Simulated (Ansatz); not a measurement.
# ScAl3 (Pm-3m) in Ansatz: equation of state

Aim: energy against volume of ScAl3 in PBEsol, for its equilibrium volume and stiffness.

All numbers are computed with Ansatz 0.2.0; they aren't measurements. Logs are shortened: lines on timing, memory, paths and dates and some standing lists are left out, and cuts for length are marked.

**Measured values to compare with.**

“A Combined Experimental and First-Principles Based Assessment of Finite-Temperature Thermodynamic Properties of Intermetallic Al3Sc”, 2021, pmc:8067998 quotes, for a bulk crystal of ScAl3 at 298 K: bulk modulus 91.5 ± 1.1 GPa.

The runs below are set against these values where they give the same quantity.

### 1 Starting point

Symmetry: Pm-3m, No. 221, cubic system. The conventional cell has a = 4.088 Å, b = 4.088 Å, c = 4.088 Å, α = 90.00°, β = 90.00°, γ = 90.00°. Sc (site symmetry m-3m) has 12 Al at 2.89 Å as nearest neighbours. Around Al (site symmetry 4/mmm) lie 4 Sc at 2.89 Å and 8 Al at 2.89 Å.

The cell is a database's computed one.

### 2 Single point, PBEsol, 16.05 Å³/atom (volume scaled by 0.94)

input.yaml

```yaml
crystal:
  lattice:
    - [4.0043585311, 0.0, 0.0]
    - [0.0, 4.0043585311, 0.0]
    - [0.0, 0.0, 4.0043585311]
  atoms:
    - { symbol: Sc, position: [0.0, 0.0, 0.0] }
    - { symbol: Al, position: [0.5, 0.5, 0.0] }
    - { symbol: Al, position: [0.0, 0.5, 0.5] }
    - { symbol: Al, position: [0.5, 0.0, 0.5] }
hamiltonian:
  xc: pbesol
  pseudopotentials: { kind: paw }
kpoints:
  mp_grid: { grid: [7, 7, 7] }
scf:
  occupations: { method: fermi_dirac, width: 0.05 }
output:
  forces: true
  stress: true
  eigenvalues: true
```

Potentials or basis: Ansatz PAW.

On the command line:

```sh
> ansatz run input.yaml --threads 2 --pin off --max-ram 5632MiB --backend cpu --events-out ev --progress --plain --runs-dir out
```

The program printed:

```text
Warning: RAYON_NUM_THREADS=2 ignored (pool sized by the plan → 2); use --threads N
Engine: ansatz 0.2.0, x86_64-unknown-linux-gnu
Pseudopotentials: kind: paw
Pseudopotential: Sc, paw, valence charge 11, recommended cutoff 420 eV (normal), Sc.paw.azcp
Pseudopotential: Al, paw, valence charge 3, recommended cutoff 420 eV (normal), Al.paw.azcp
Functional definition: PBEsol
  exchange = pbesol_x
  correlation = pbesol_c
Crystal: 4 atoms, lattice volume = 64.209 Å³
Basis set: ecut = 420 eV, 1237 PW (Γ), exchange–correlation on 54×54×54 points (8 copies of the dense FFT grid, shifted against one another)
Bands: 14, of which v1, the nominal top of the filled ones, is band 10 counted from 1 (9 counted from 0)
Symmetry: 48 space group operations
Space group: Pm-3m (ITA 221), of the structure as read, at distance tolerance 4.0e-5 Å
k-points: 20 of 343
Non-local potential: Sc, projectors of the file, l = 0: 3, l = 1: 2, l = 2: 3, l = 3: 1
Non-local potential: Al, projectors of the file, l = 0: 2, l = 1: 2, l = 2: 1
PAW form: soft (Blöchl's): semilocal exchange-correlation on the pseudo side does not see the compensation charge
PAW frozen core: Sc, regenerated for the run's functional, and the local potential with it (the file was generated under x = pbe(κ = 0.804, μ = 0.2195149727645171), c = pbe(β = 0.06672455060314922))
PAW frozen core: Al, regenerated for the run's functional, and the local potential with it (the file was generated under x = pbe(κ = 0.804, μ = 0.2195149727645171), c = pbe(β = 0.06672455060314922))
PAW one-centre angular grid: Sc, 590 points (default); XC on 64 Gauss nodes
PAW one-centre angular grid: Al, 110 points (default); XC on 64 Gauss nodes
Initial density: superposition of atomic densities (neutral atoms: chi_scale 0, normalization atom), corrected by the library's trained network
Initial wavefunctions: pseudopotential atomic-orbital guess
Functional: x = pbesol(κ = 0.804, μ = 0.12345679012345678), c = pbesol(β = 0.046)
SCF iter   1: F=—  HF=-3686.868234 eV  |F-HF|=—  |Δ(HF+E_count)|=         —  Δρ=3.14e-3  dr2=1.54e-2  ethr=1.77e-3  ⟨swp⟩=5.7  Hψ=1676  notcnv=0
preconditioner: auto → Kerker (q_TF=auto, 2.246 Å⁻¹)  [metal: Δε(μ)=0.080 eV  Ē_g=5.779 eV  σ=0.050 eV  W_gap=0.33  n_scr=18 (ndim 8)  ℏωp=16.1 eV  f_vac=0.000  D(μ)=1.58/eV (n_scr^D=6)]
SCF iter   2: F=—  HF=-3686.865053 eV  |F-HF|=—  |Δ(HF+E_count)|=   3.18e-3  Δρ=1.92e-3  dr2=5.10e-3  ethr=7.69e-5  ⟨swp⟩=1.0  Hψ=440  notcnv=0
SCF iter   3: F=—  HF=-3686.863449 eV  |F-HF|=—  |Δ(HF+E_count)|=   1.60e-3  Δρ=2.93e-4  dr2=1.06e-4  ethr=2.55e-5  ⟨swp⟩=2.0  Hψ=466  notcnv=0
SCF iter   4: F=—  HF=-3686.863424 eV  |F-HF|=—  |Δ(HF+E_count)|=   2.54e-5  Δρ=9.41e-5  dr2=6.89e-6  ethr=5.30e-7  ⟨swp⟩=2.0  Hψ=392  notcnv=0
SCF iter   5: F=—  HF=-3686.863506 eV  |F-HF|=—  |Δ(HF+E_count)|=   8.20e-5  Δρ=2.17e-5  dr2=1.96e-7  ethr=3.44e-8  ⟨swp⟩=2.5  Hψ=424  notcnv=0
SCF iter   6: F=-3686.863506 eV  HF=-3686.863506 eV  |F-HF|=1.51e-9  |Δ(HF+E_count)|=   8.97e-9  Δρ=2.64e-6  dr2=4.35e-9  ethr=5.00e-10  ⟨swp⟩=4.0  Hψ=1040  notcnv=0
SCF 1 converged in 6 iterations: F = -3686.863506 eV  dr2 = 4.35e-9
SCF converged after 6 iterations
Free energy (F): -3686.863506 eV
Harris-Foulkes:  -3686.863506 eV  (|F-HF|=1.51e-9)
Internal energy: -3686.850670 eV  (E = F + TS)
E sigma→0 (E₀):  -3686.857088 eV
Entropy (-TS):   -0.012836 eV (-3.209 meV/atom)
Fermi energy:    9.750832 eV
--- Per-component energies (eV) ---
  E_band       = -111.407876
  E_kinetic    = 337.430121
  E_local      = -983.212101  (includes V_loc(G=0)·N_el)
  E_nonlocal   = 117.067599
  E_hartree    = 383.271960
  E_xc         = -224.843897
  E_vxc        = -220.371133  (∫ρ·V_xc dr)
  E_paw        = -2297.798379  (= ΣΔE_a)
  E_vpaw       = -128.865923  (= ΣTr[D̂ρ^β])
  E_aug_tail   = 0.000003  (compensation charges beyond the density's cutoff)
  E_ewald      = -1018.952417
  E_core_change = 0.186442  (= ΣΔE_core)
  E_smearing   = -0.012836  (= −TS)
  E_closure    = 0.000000  (closes the sum)
  Σ components = -3686.863506   (vs F -3686.863506, Δ=0.00e0)
--- Forces (eV/Å), atoms counted from 1 ---
  atom   1  Sc     0.00000000    -0.00000000    -0.00000000
  atom   2  Al     0.00000000    -0.00000000     0.00000000
  atom   3  Al     0.00000000    -0.00000000     0.00000000
  atom   4  Al    -0.00000000    -0.00000000    -0.00000000
  max |Σ_I F_I| component: 8.09e-31 eV/Å
--- Stress (GPa, compression-positive) ---
        5.052795       0.000000       0.000000
        0.000000       5.052795      -0.000000
        0.000000      -0.000000       5.052795
  P = ⅓ Tr σ = 5.0528 GPa (50.528 kbar)
--- Band table (eV; the first three rows and the last of 20) ---
  k-point 0: bands = ["-38.6885", "-17.5138", "-17.5138", "-17.5138", "-0.4692", "7.1566", "7.1566", "8.0396", "8.0396", "8.0396", "11.0834", "11.1826", "11.1826", "11.1826"]
  k-point 1: bands = ["-38.6882", "-17.5222", "-17.5132", "-17.5132", "-0.2720", "5.8967", "7.3023", "8.0487", "8.0487", "8.8024", "11.0912", "11.0912", "11.2466", "11.8471"]
  k-point 2: bands = ["-38.6874", "-17.5411", "-17.5117", "-17.5117", "0.3050", "4.2033", "7.7008", "8.0598", "8.0598", "9.7494", "10.9719", "10.9719", "11.4010", "12.2883"]
  k-point 19: bands = ["-38.6835", "-17.5447", "-17.5442", "-17.5442", "3.9293", "4.9895", "4.9895", "5.8742", "7.0247", "7.0247", "7.1287", "11.3840", "12.6314", "12.6314"]
```

Wall time 0.7 s (2 threads of Intel Xeon Platinum 8488C (Sapphire Rapids), shared host); peak memory 0.36 GiB.

Results:

```
Free energy            : -3686.8635 eV
Pressure               : 5.1 GPa
Band gap on the k mesh : none (metal or under the smearing width)
```

Caveat: the PAW data sets come from PBE, with cores solved anew for the run's functional, which leaves a small shift of forces and pressure.

### 3 Single point, PBEsol, 16.39 Å³/atom (volume scaled by 0.96)

Changes to input.yaml since step 2:

```diff
@@ -2,5 +2,5 @@
   lattice:
-    - [4.0043585311, 0.0, 0.0]
-    - [0.0, 4.0043585311, 0.0]
-    - [0.0, 0.0, 4.0043585311]
+    - [4.0325591682, 0.0, 0.0]
+    - [0.0, 4.0325591682, 0.0]
+    - [0.0, 0.0, 4.0325591682]
   atoms:
```

Potentials or basis: Ansatz PAW.

On the command line:

```sh
> ansatz run input.yaml --threads 2 --pin off --max-ram 5632MiB --backend cpu --events-out ev --progress --plain --runs-dir out
```

Run time: 0.7 s. Hardware: 2 threads of Intel Xeon Platinum 8488C (Sapphire Rapids), shared host; peak memory 0.36 GiB.

The run converged. Its results:

* Free energy: -3686.8967 eV
* Pressure: 2.8 GPa
* Band gap on the k mesh: none (metal or under the smearing width)

Caveat: the PAW data sets come from PBE, with cores solved anew for the run's functional, which leaves a small shift of forces and pressure.

### 4 Single point, PBEsol, 16.74 Å³/atom (volume scaled by 0.98)

Changes to input.yaml since step 3:

```diff
@@ -2,5 +2,5 @@
   lattice:
-    - [4.0325591682, 0.0, 0.0]
-    - [0.0, 4.0325591682, 0.0]
-    - [0.0, 0.0, 4.0325591682]
+    - [4.0603707999, 0.0, 0.0]
+    - [0.0, 4.0603707999, 0.0]
+    - [0.0, 0.0, 4.0603707999]
   atoms:
@@ -21 +21,5 @@
   eigenvalues: true
+  write_density: true
+  write_potential: true
+  elf: true
+  volumetric_format: npy
```

On the command line:

```sh
> ansatz run input.yaml --threads 2 --pin off --max-ram 5632MiB --backend cpu --events-out ev --progress --plain --runs-dir out
```

It took 0.84 s on 2 threads of Intel Xeon Platinum 8488C (Sapphire Rapids), shared host; peak memory 0.38 GiB.

The run converged. Its results:

| Property | Result |
| --- | --- |
| Free energy | -3686.9116 eV |
| Pressure | 0.7 GPa |
| Band gap on the k mesh | none (metal or under the smearing width) |

Caveat: the PAW data sets come from PBE, with cores solved anew for the run's functional, which leaves a small shift of forces and pressure.

### 5 Single point, PBEsol, 17.08 Å³/atom

Changes to input.yaml since step 4:

```diff
@@ -2,5 +2,5 @@
   lattice:
-    - [4.0603707999, 0.0, 0.0]
-    - [0.0, 4.0603707999, 0.0]
-    - [0.0, 0.0, 4.0603707999]
+    - [4.08780657, 0.0, 0.0]
+    - [0.0, 4.08780657, 0.0]
+    - [0.0, 0.0, 4.08780657]
   atoms:
@@ -21,5 +21 @@
   eigenvalues: true
-  write_density: true
-  write_potential: true
-  elf: true
-  volumetric_format: npy
```

On the command line:

```sh
> ansatz run input.yaml --threads 2 --pin off --max-ram 5632MiB --backend cpu --events-out ev --progress --plain --runs-dir out
```

Wall time 0.82 s (2 threads of Intel Xeon Platinum 8488C (Sapphire Rapids), shared host); peak memory 0.37 GiB.

Results (log left out):

- Free energy: -3686.9099 eV
- Pressure: -1.1 GPa
- Band gap on the k mesh: none (metal or under the smearing width)

Caveat: the PAW data sets come from PBE, with cores solved anew for the run's functional, which leaves a small shift of forces and pressure.

### 6 Single point, PBEsol, 17.42 Å³/atom (volume scaled by 1.02)

Changes to input.yaml since step 5:

```diff
@@ -2,5 +2,5 @@
   lattice:
-    - [4.08780657, 0.0, 0.0]
-    - [0.0, 4.08780657, 0.0]
-    - [0.0, 0.0, 4.08780657]
+    - [4.1148789257, 0.0, 0.0]
+    - [0.0, 4.1148789257, 0.0]
+    - [0.0, 0.0, 4.1148789257]
   atoms:
@@ -21 +21,5 @@
   eigenvalues: true
+  write_density: true
+  write_potential: true
+  elf: true
+  volumetric_format: npy
```

Potentials or basis: Ansatz PAW.

On the command line:

```sh
> ansatz run input.yaml --threads 2 --pin off --max-ram 5632MiB --backend cpu --events-out ev --progress --plain --runs-dir out
```

Wall time 0.8 s (2 threads of Intel Xeon Platinum 8488C (Sapphire Rapids), shared host); peak memory 0.38 GiB.

The run converged. Its results:

| Quantity | Value |
| --- | --- |
| Free energy | -3686.8931 eV |
| Pressure | -2.8 GPa |
| Band gap on the k mesh | none (metal or under the smearing width) |

Caveat: the PAW data sets come from PBE, with cores solved anew for the run's functional, which leaves a small shift of forces and pressure.

### 7 Single point, PBEsol, 17.76 Å³/atom (volume scaled by 1.04)

Changes to input.yaml since step 6:

```diff
@@ -2,5 +2,5 @@
   lattice:
-    - [4.1148789257, 0.0, 0.0]
-    - [0.0, 4.1148789257, 0.0]
-    - [0.0, 0.0, 4.1148789257]
+    - [4.1415996674, 0.0, 0.0]
+    - [0.0, 4.1415996674, 0.0]
+    - [0.0, 0.0, 4.1415996674]
   atoms:
@@ -21,5 +21 @@
   eigenvalues: true
-  write_density: true
-  write_potential: true
-  elf: true
-  volumetric_format: npy
```

Potentials or basis: Ansatz PAW.

On the command line:

```sh
> ansatz run input.yaml --threads 2 --pin off --max-ram 5632MiB --backend cpu --events-out ev --progress --plain --runs-dir out
```

The program printed:

```text
Warning: RAYON_NUM_THREADS=2 ignored (pool sized by the plan → 2); use --threads N
[... 7 set-up lines as earlier in the session ...]
Crystal: 4 atoms, lattice volume = 71.040 Å³
Basis set: ecut = 420 eV, 1357 PW (Γ), exchange–correlation on 60×60×60 points (8 copies of the dense FFT grid, shifted against one another)
Bands: 14, of which v1, the nominal top of the filled ones, is band 10 counted from 1 (9 counted from 0)
[... 1 set-up line as earlier in the session ...]
Space group: Pm-3m (ITA 221), of the structure as read, at distance tolerance 4.1e-5 Å
k-points: 20 of 343
[... 10 set-up lines as earlier in the session ...]
SCF iter   1: F=—  HF=-3686.866173 eV  |F-HF|=—  |Δ(HF+E_count)|=         —  Δρ=2.67e-3  dr2=1.20e-2  ethr=1.77e-3  ⟨swp⟩=5.7  Hψ=1661  notcnv=0
preconditioner: auto → Kerker (q_TF=auto, 2.209 Å⁻¹)  [metal: Δε(μ)=0.064 eV  Ē_g=5.413 eV  σ=0.050 eV  W_gap=0.29  n_scr=18 (ndim 8)  ℏωp=15.3 eV  f_vac=0.000  D(μ)=1.62/eV (n_scr^D=6)]
SCF iter   2: F=—  HF=-3686.863766 eV  |F-HF|=—  |Δ(HF+E_count)|=   2.41e-3  Δρ=1.65e-3  dr2=3.66e-3  ethr=5.98e-5  ⟨swp⟩=1.0  Hψ=440  notcnv=0
SCF iter   3: F=—  HF=-3686.862761 eV  |F-HF|=—  |Δ(HF+E_count)|=   1.00e-3  Δρ=3.52e-4  dr2=1.88e-4  ethr=1.83e-5  ⟨swp⟩=2.5  Hψ=506  notcnv=0
SCF iter   4: F=—  HF=-3686.862718 eV  |F-HF|=—  |Δ(HF+E_count)|=   4.29e-5  Δρ=9.67e-5  dr2=7.57e-6  ethr=9.39e-7  ⟨swp⟩=2.2  Hψ=391  notcnv=0
SCF iter   5: F=—  HF=-3686.862791 eV  |F-HF|=—  |Δ(HF+E_count)|=   7.25e-5  Δρ=2.09e-5  dr2=2.12e-7  ethr=3.78e-8  ⟨swp⟩=2.3  Hψ=405  notcnv=0
SCF iter   6: F=-3686.862791 eV  HF=-3686.862791 eV  |F-HF|=1.37e-9  |Δ(HF+E_count)|=   9.23e-9  Δρ=2.55e-6  dr2=3.83e-9  ethr=5.00e-10  ⟨swp⟩=4.2  Hψ=1068  notcnv=0
SCF 1 converged in 6 iterations: F = -3686.862791 eV  dr2 = 3.83e-9
SCF converged after 6 iterations
Free energy (F): -3686.862791 eV
Harris-Foulkes:  -3686.862791 eV  (|F-HF|=1.37e-9)
Internal energy: -3686.849360 eV  (E = F + TS)
E sigma→0 (E₀):  -3686.856075 eV
Entropy (-TS):   -0.013431 eV (-3.358 meV/atom)
Fermi energy:    8.660876 eV
--- Per-component energies (eV) ---
  E_band       = -134.013997
  E_kinetic    = 330.571969
  E_local      = -1022.594604  (includes V_loc(G=0)·N_el)
  E_nonlocal   = 115.481522
  E_hartree    = 393.480016
  E_xc         = -221.972350
  E_vxc        = -216.659228  (∫ρ·V_xc dr)
  E_paw        = -2296.815200  (= ΣΔE_a)
  E_vpaw       = -127.773910  (= ΣTr[D̂ρ^β])
  E_aug_tail   = 0.000003  (compensation charges beyond the density's cutoff)
  E_ewald      = -985.187158
  E_core_change = 0.186442  (= ΣΔE_core)
  E_smearing   = -0.013431  (= −TS)
  E_closure    = -0.000000  (closes the sum)
  Σ components = -3686.862791   (vs F -3686.862791, Δ=0.00e0)
--- Forces (eV/Å), atoms counted from 1 ---
  atom   1  Sc     0.00000000     0.00000000     0.00000000
  atom   2  Al    -0.00000000    -0.00000000     0.00000000
  atom   3  Al     0.00000000     0.00000000     0.00000000
  atom   4  Al    -0.00000000    -0.00000000     0.00000000
  max |Σ_I F_I| component: 2.63e-31 eV/Å
--- Stress (GPa, compression-positive) ---
       -4.293891       0.000000       0.000000
        0.000000      -4.293891       0.000000
        0.000000       0.000000      -4.293891
  P = ⅓ Tr σ = -4.2939 GPa (-42.939 kbar)
--- Band table (eV; the first three rows and the last of 20) ---
  k-point 0: bands = ["-40.1505", "-18.9347", "-18.9347", "-18.9347", "-1.0593", "6.1618", "6.1618", "6.9702", "6.9702", "6.9702", "9.9808", "10.0135", "10.0135", "10.0135"]
  k-point 1: bands = ["-40.1503", "-18.9399", "-18.9343", "-18.9343", "-0.8775", "4.9257", "6.3080", "6.9971", "6.9971", "7.7582", "9.9110", "9.9110", "10.0671", "10.6770"]
  k-point 2: bands = ["-40.1498", "-18.9515", "-18.9334", "-18.9334", "-0.3439", "3.3143", "6.7188", "7.0529", "7.0529", "8.6693", "9.7559", "9.7559", "10.1952", "10.6320"]
  k-point 19: bands = ["-40.1476", "-18.9541", "-18.9539", "-18.9539", "3.0982", "4.0334", "4.0334", "4.9969", "6.0089", "6.0089", "6.1276", "9.9966", "11.2437", "11.2437"]
```

It took 0.7 s on 2 threads of Intel Xeon Platinum 8488C (Sapphire Rapids), shared host; peak memory 0.36 GiB.

Results:

- Free energy: -3686.8628 eV
- Pressure: -4.3 GPa
- Band gap on the k mesh: none (metal or under the smearing width)

Caveat: the PAW data sets come from PBE, with cores solved anew for the run's functional, which leaves a small shift of forces and pressure.

### 8 Single point, PBEsol, 18.10 Å³/atom (volume scaled by 1.06)

Changes to input.yaml since step 7:

```diff
@@ -2,5 +2,5 @@
   lattice:
-    - [4.1415996674, 0.0, 0.0]
-    - [0.0, 4.1415996674, 0.0]
-    - [0.0, 0.0, 4.1415996674]
+    - [4.1679799944, 0.0, 0.0]
+    - [0.0, 4.1679799944, 0.0]
+    - [0.0, 0.0, 4.1679799944]
   atoms:
@@ -21 +21,5 @@
   eigenvalues: true
+  write_density: true
+  write_potential: true
+  elf: true
+  volumetric_format: npy
```

On the command line:

```sh
> ansatz run input.yaml --threads 2 --pin off --max-ram 5632MiB --backend cpu --events-out ev --progress --plain --runs-dir out
```

It took 0.94 s on 2 threads of Intel Xeon Platinum 8488C (Sapphire Rapids), shared host; peak memory 0.38 GiB.

It converged, with:

| Property | Result |
| --- | --- |
| Free energy | -3686.8203 eV |
| Pressure | -5.7 GPa |
| Band gap on the k mesh | none (metal or under the smearing width) |

Caveat: the PAW data sets come from PBE, with cores solved anew for the run's functional, which leaves a small shift of forces and pressure.

### 9 Equation of state, PBEsol

Potentials or basis: Ansatz PAW.

No new run: the results of the series are fitted here.

What came out:

* Equilibrium volume: 16.87 Å³/atom
* Bulk modulus: 92 GPa
* Pressure derivative of the bulk modulus: 4.1

Energy against volume, from the lowest point:
```csv
volume (Å³/atom),energy (meV/atom)
16.052,12.03
16.394,3.72
16.735,0.00
17.077,0.44
17.419,4.64
17.760,12.21
18.102,22.84
```

### 10 Against experiment

Step 9. Against the measured bulk modulus of ScAl3, 91.5 GPa (298 K; quoted in “A Combined Experimental and First-Principles Based Assessment of Finite-Temperature Thermodynamic Properties of Intermetallic Al3Sc”, 2021, pmc:8067998), the calculated 92 GPa is off by +1.0 %. The fit is for a static lattice scaled at fixed shape and fixed fractional positions.
